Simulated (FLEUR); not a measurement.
# Anisotropy of free Co(001) film, 3 layers with FLEUR

One state of free Co(001) film, 3 layers is converged without symmetry. Force theorems then give its anisotropy.

Method: PBE; all-electron FLAPW film, Dirac cores, scalar-relativistic bands, in FLEUR MaX-R8.1.

This is a report of a sequence of runs, with most program output left out.

## Step 1: Set-up

The cell holds 3 atoms: 3 Co. Cell: a = 2.507 Å, b = 2.507 Å, c = 17.545 Å, α = 90.0°, β = 90.0°, γ = 90.0°. Layers at typed spacings, unrelaxed. Vacuum lies along c.

## Step 2: The magnetic state

The force theorems are single passes in this state's potential, so it has to be converged first.

No symmetry is used, so that later steps may turn the spins freely; k and −k are joined. FLEUR takes the sheet as a true film: the images along c are dropped, heights are typed in bohr, and the vacuum on both sides is semi-infinite. inpgen writes inp.xml from crystal.txt; cutoffs, mixing, functional, smearing and local orbitals are then set in the file. The k list scf (kpts.xml, not shown) is a Γ-centred 12×12×1 mesh; where the ranks do not divide the number of points, some are split in two of half the weight.

File inp.xml:

```
<?xml version="1.0" encoding="UTF-8" standalone="no"?>
<fleurInput fleurInputVersion="0.39">
   <comment>
      Co
   </comment>
   <calculationSetup>
      <cutoffs Kmax="3.64" Gmax="10.9" GmaxXC="10.9" numbands="0"/>
      <scfLoop itmax="150" minDistance="0.00002" maxIterBroyd="15" imix="Anderson" alpha="0.03" precondParam="0.0" spinf="2.0" sdNocoIR="T"/>
      <coreElectrons ctail="F" frcor="F" kcrel="0" coretail_lmax="0"/>
      <xcFunctional name="pbe" relativisticCorrections="F"/>
      <magnetism jspins="2" l_noco="F" l_ss="F">
         <qss>0.0 0.0 0.0</qss>
         <mtNocoParams l_mperp="F" l_mtNocoPot="F" l_relaxSQA="F" mag_mixing_scheme="0" mix_RelaxWeightOffD="1.0" l_constrained="F" mix_constr="1.0"/>
         <sourceFreeMag l_sourceFree="F" l_scaleMag="F" mag_scale="1.0"/>
      </magnetism>
      <soc l_soc="F" theta="0.0" phi="0.0" spav="F"/>
      <expertModes spex="0" secvar="F"/>
      <geometryOptimization l_f="F" forcealpha="1.0" forcemix="BFGS" epsdisp="0.00001" epsforce="0.00001"/>
      <ldaU l_linMix="F" mixParam="0.05" spinf="1.0"/>
   </calculationSetup>
   <cell>
      <bzIntegration valenceElectrons="51.0" mode="hist" fermiSmearingEnergy="0.00183747">
         <kPointListSelection listName="scf"/>
         <xi:include xmlns:xi="http://www.w3.org/2001/XInclude" href="kpts.xml"> </xi:include>
      </bzIntegration>
      <xi:include xmlns:xi="http://www.w3.org/2001/XInclude" href="sym.xml"> </xi:include>
      <filmLattice scale="1.0" dVac="12.0" dTilda="14.5">
         <bravaisMatrixFilm>
            <row-1>    4.7369764765348199     0.0000000000000000</row-1>
            <row-2>    0.0000000000000000     4.7369764765348199</row-2>
         </bravaisMatrixFilm>
         <vacuumEnergyParameters vacuum="1" spinUp="-.25" spinDown="-.25"/>
         <vacuumEnergyParameters vacuum="2" spinUp="-.25" spinDown="-.25"/>
      </filmLattice>
   </cell>
   <atomSpecies>
      <species name="Cobalt (Co2.000" element="Co" atomicNumber="27">
         <mtSphere radius="2.25" gridPoints="745" logIncrement="0.016"/>
         <atomicCutoffs lmax="8" lnonsphr="6"/>
         <electronConfig flipSpins="F">
            <coreConfig>(1s1/2) (2s1/2) (2p1/2) (2p3/2)</coreConfig>
            <valenceConfig>(3s1/2) (3p1/2) (3p3/2) (4s1/2) (3d3/2) (3d5/2)</valenceConfig>
            <stateOccupation state="(3d3/2)" spinUp="1.5" spinDown="1.3"/>
            <stateOccupation state="(3d5/2)" spinUp="3.0" spinDown="1.2"/>
         </electronConfig>
         <energyParameters s="4" p="4" d="3" f="4"/>
         <lo type="SCLO" l="0" n="3" eDeriv="0"/>
         <lo type="SCLO" l="1" n="3" eDeriv="0"/>
      </species>
   </atomSpecies>
   <atomGroups>
      <atomGroup species="Cobalt (Co2.000">
         <filmPos label="                   1">.0000000000 .0000000000 -3.3495417669</filmPos>
         <force calculate="T" relaxXYZ="TTT"/>
         <nocoParams  alpha="0.0" beta="0.0"/>
      </atomGroup>
      <atomGroup species="Cobalt (Co2.000">
         <filmPos label="                   2">1.000/2.000 1.000/2.000 .0000000000</filmPos>
         <force calculate="T" relaxXYZ="TTT"/>
         <nocoParams  alpha="0.0" beta="0.0"/>
      </atomGroup>
      <atomGroup species="Cobalt (Co2.000">
         <filmPos label="                   3">.0000000000 .0000000000 3.3495417669</filmPos>
         <force calculate="T" relaxXYZ="TTT"/>
         <nocoParams  alpha="0.0" beta="0.0"/>
      </atomGroup>
   </atomGroups>
   <output dos="F" band="F" slice="F">
      <bandDOS minEnergy="-.5*Htr" maxEnergy="0.5*Htr" sigma="0.015" storeEVData="T"/>
      <plotting iplot="0" polar="F">
         <plot TwoD="T" vec1="  1.0  0.0  0.0" vec2="  0.0  1.0  0.0" vec3="  0.0  0.0  1.0" zero="  0.0  0.0 -0.5" file="plot"/>
      </plotting>
      <moessbauerParams electricFieldGradient="F" isomerShift="F" coreHyperfine="F" valenceHyperfine="F"/>
   </output>
</fleurInput>
```

File crystal.txt:

```
Co
&input film=T cartesian=F /
2.50670000000  0.00000000000  0.00000000000
0.00000000000  2.50670000000  0.00000000000
0.00000000000  0.00000000000  1.00000000000
1.8897261246
1.0 1.0 1.0

3
27 0.00000000000  0.00000000000  -3.34954176688 : 2.000
27 0.50000000000  0.50000000000  0.00000000000 : 2.000
27 0.00000000000  0.00000000000  3.34954176688 : 2.000

&kpt div1=12 div2=12 div3=1 gamma=T /
```

On the command line:

```bash
> OMP_NUM_THREADS=1 inpgen -f crystal.txt -nosym -noco > inpgen.log  # inp.xml is then edited as shown
> OMP_NUM_THREADS=1 mpirun -n 4 fleur_MPI > fleur.log
```

Wall time 2.4 min (4 MPI ranks of Arm Neoverse V2, shared host); peak memory 0.79 GiB; 9.7 min of CPU time.

Spin moment in the muffin-tin sphere by atom:

| atom | spin moment in the muffin-tin sphere (μB) |
| --- | --- |
| Co1 | 1.92 |
| Co2 | 1.72 |
| Co3 | 1.92 |

This step gave:

| Property | Result |
| --- | --- |
| free energy | -113753.1598 eV |
| program's band gap on this mesh (in a metal only a level spacing) | 4.80e-9 eV |
| magnetization | 5.420 μB |
| final state | ferromagnetic |

After 42 cycles the largest moment stands at 1.92 μB.

## Step 3: Energy against the direction of the moments, rung 1

Anisotropy is a small difference, so it is taken from sums over occupied states at a frozen potential, where most errors cancel.

One pass with spin–orbit coupling for each direction, from the saved density. Inversion lets half of the mesh serve, which the program's warning doesn't know. The k list mae (kpts.xml, not shown) is a Γ-centred 20×20×1 mesh.

Edit inp.xml of step 2 so:

```diff
@@ -6,4 +6,4 @@
    <calculationSetup>
-      <cutoffs Kmax="3.64" Gmax="10.9" GmaxXC="10.9" numbands="0"/>
-      <scfLoop itmax="150" minDistance="0.00002" maxIterBroyd="15" imix="Anderson" alpha="0.03" precondParam="0.0" spinf="2.0" sdNocoIR="T"/>
+      <cutoffs Kmax="3.64" Gmax="10.9" GmaxXC="10.9" numbands="99"/>
+      <scfLoop itmax="1" minDistance="0.00002" maxIterBroyd="15" imix="Anderson" alpha="0.03" precondParam="0.0" spinf="2.0" sdNocoIR="T"/>
       <coreElectrons ctail="F" frcor="F" kcrel="0" coretail_lmax="0"/>
@@ -15,3 +15,3 @@
       </magnetism>
-      <soc l_soc="F" theta="0.0" phi="0.0" spav="F"/>
+      <soc l_soc="T" theta="0.0" phi="0.0" spav="F"/>
       <expertModes spex="0" secvar="F"/>
@@ -22,3 +22,3 @@
       <bzIntegration valenceElectrons="51.0" mode="hist" fermiSmearingEnergy="0.00183747">
-         <kPointListSelection listName="scf"/>
+         <kPointListSelection listName="mae"/>
          <xi:include xmlns:xi="http://www.w3.org/2001/XInclude" href="kpts.xml"> </xi:include>
@@ -74,2 +74,5 @@
    </output>
+   <forceTheorem>
+      <MAE theta="0.0 1.5707963 1.5707963" phi="0.0 0.0 1.5707963"/>
+   </forceTheorem>
 </fleurInput>
```

On the command line:

```bash
> OMP_NUM_THREADS=1 mpirun -n 4 fleur_MPI -warn_only > fleur.log
```

The job ended after 34 s (4 MPI ranks; peak memory 0.73 GiB; 2.2 min of CPU time).

Anisotropy energies, by row:

| axis | x | y | z | band energy less the first axis' (meV a cell) |
| --- | --- | --- | --- | --- |
| z | 0 | 0 | 1 | 0 |
| x | 1 | 0 | 0 | -0.6166 |
| y | 0 | 1 | 0 | -0.6166 |

Shape anisotropy is not in these numbers.

## Step 4: Anisotropy by the force theorem, rung 2

A second rung shows how far the first can be trusted.

The k list mae (kpts.xml, not shown) is a Γ-centred 30×30×1 mesh.

inp.xml is that of step 3.

Run time: 74 s. Hardware: 4 MPI ranks; peak memory 1.2 GiB; 4.9 min of CPU time.

Anisotropy energies, by row:

| axis | x | y | z | band energy less the first axis' (meV a cell) |
| --- | --- | --- | --- | --- |
| z | 0 | 0 | 1 | 0 |
| x | 1 | 0 | 0 | -0.5455 |
| y | 0 | 1 | 0 | -0.5455 |

## Step 5: Spin–orbit coupling, moments along z

Spin–orbit coupling ties the spins to the lattice and lets orbital moments form.

A new self-consistent run of the start ferro +++, with the moments along z. The k list default-1 (kpts.xml, not shown) is a Γ-centred 30×30×1 mesh.

Edit inp.xml of step 2 so:

```diff
@@ -6,12 +6,8 @@
    <calculationSetup>
-      <cutoffs Kmax="3.64" Gmax="10.9" GmaxXC="10.9" numbands="0"/>
+      <cutoffs Kmax="3.64" Gmax="10.9" GmaxXC="10.9" numbands="111"/>
       <scfLoop itmax="150" minDistance="0.00002" maxIterBroyd="15" imix="Anderson" alpha="0.03" precondParam="0.0" spinf="2.0" sdNocoIR="T"/>
-      <coreElectrons ctail="F" frcor="F" kcrel="0" coretail_lmax="0"/>
+      <coreElectrons ctail="T" frcor="F" kcrel="0" coretail_lmax="0"/>
       <xcFunctional name="pbe" relativisticCorrections="F"/>
-      <magnetism jspins="2" l_noco="F" l_ss="F">
-         <qss>0.0 0.0 0.0</qss>
-         <mtNocoParams l_mperp="F" l_mtNocoPot="F" l_relaxSQA="F" mag_mixing_scheme="0" mix_RelaxWeightOffD="1.0" l_constrained="F" mix_constr="1.0"/>
-         <sourceFreeMag l_sourceFree="F" l_scaleMag="F" mag_scale="1.0"/>
-      </magnetism>
-      <soc l_soc="F" theta="0.0" phi="0.0" spav="F"/>
+      <magnetism jspins="2"/>
+      <soc l_soc="T" theta="0.0" phi="0.0" spav="F"/>
       <expertModes spex="0" secvar="F"/>
@@ -22,3 +18,3 @@
       <bzIntegration valenceElectrons="51.0" mode="hist" fermiSmearingEnergy="0.00183747">
-         <kPointListSelection listName="scf"/>
+         <kPointListSelection listName="default-1"/>
          <xi:include xmlns:xi="http://www.w3.org/2001/XInclude" href="kpts.xml"> </xi:include>
@@ -32,3 +28,2 @@
          <vacuumEnergyParameters vacuum="1" spinUp="-.25" spinDown="-.25"/>
-         <vacuumEnergyParameters vacuum="2" spinUp="-.25" spinDown="-.25"/>
       </filmLattice>
@@ -53,4 +48,4 @@
          <filmPos label="                   1">.0000000000 .0000000000 -3.3495417669</filmPos>
+         <filmPos label="                   3">.0000000000 .0000000000 3.3495417669</filmPos>
          <force calculate="T" relaxXYZ="TTT"/>
-         <nocoParams  alpha="0.0" beta="0.0"/>
       </atomGroup>
@@ -59,8 +54,2 @@
          <force calculate="T" relaxXYZ="TTT"/>
-         <nocoParams  alpha="0.0" beta="0.0"/>
-      </atomGroup>
-      <atomGroup species="Cobalt (Co2.000">
-         <filmPos label="                   3">.0000000000 .0000000000 3.3495417669</filmPos>
-         <force calculate="T" relaxXYZ="TTT"/>
-         <nocoParams  alpha="0.0" beta="0.0"/>
       </atomGroup>
```

Edit crystal.txt of step 2 so:

```diff
@@ -13,2 +13,3 @@
 
-&kpt div1=12 div2=12 div3=1 gamma=T /
+&soc 0.0000000 0.0000000 /
+&kpt div1=30 div2=30 div3=1 gamma=T /
```

On the command line:

```bash
> OMP_NUM_THREADS=1 inpgen -f crystal.txt > inpgen.log  # inp.xml is then edited as shown
> OMP_NUM_THREADS=1 mpirun -n 4 fleur_MPI > fleur.log
```

The job ended after 8.3 min (4 MPI ranks; peak memory 0.75 GiB).

Spin moment in the muffin-tin sphere by atom:

| atom | spin moment in the muffin-tin sphere (μB) |
| --- | --- |
| Co1 | 1.92 |
| Co2 | 1.72 |
| Co3 | 1.92 |

This step gave:

```
free energy                                                       : -113753.2227 eV
program's band gap on this mesh (in a metal only a level spacing) : 0 eV
magnetization                                                     : 5.421 μB
final state                                                       : ferromagnetic
orbital moment along the spin                                     : 0.09617 μB
```

Orbital moment in the sphere, along the spin axis by atom:

| atom | orbital moment in the sphere, along the spin axis (μB) |
| --- | --- |
| Co1 | 0.0962 |
| Co2 | 0.0705 |
| Co3 | 0.0962 |

## Step 6: Results

```
reference state                                                             : ferromagnetic
largest sphere moment                                                       : 1.92 μB
easy direction of those tried                                               : the plane normal to z
energy along x less z, force theorem                                        : -0.545 meV a primitive cell
orbital moment on the atom of largest spin, along its spin (spin–orbit run) : 0.0962 μB
```

In words: By the force theorem the moments prefer the plane normal to z, with no direction in it resolved; shape anisotropy is not in it, and in a film it favours the plane. The difference for the second direction goes from -0.62 meV (mesh 20×20×1, 99 states, 2.2 min of CPU time) to -0.55 meV (mesh 30×30×1, 99 states, 4.9 min), so it is not converged. The orbital moment is parallel to the spin, as Hund's third rule has it for a shell over half filled. The state was typed, and no other order was converged beside it, so it need not be the ground state.

[Logs and program files are shortened in this print: banners, set-up blocks, solver, clock and traceback lines can be left out without a mark of their own.]

[Logs are printed without paths, hosts, clocks, repeated set-up lines and the standing remarks that a program may print on its own settings, such as how far it seeks lower states.]

[Hosts, paths, dates, database ids (printed as entryN), source tags and the programs' standing remarks are cut or masked in the printed files.]

[Where a cell is said to come from a database of computed structures, the database is the Materials Project.]
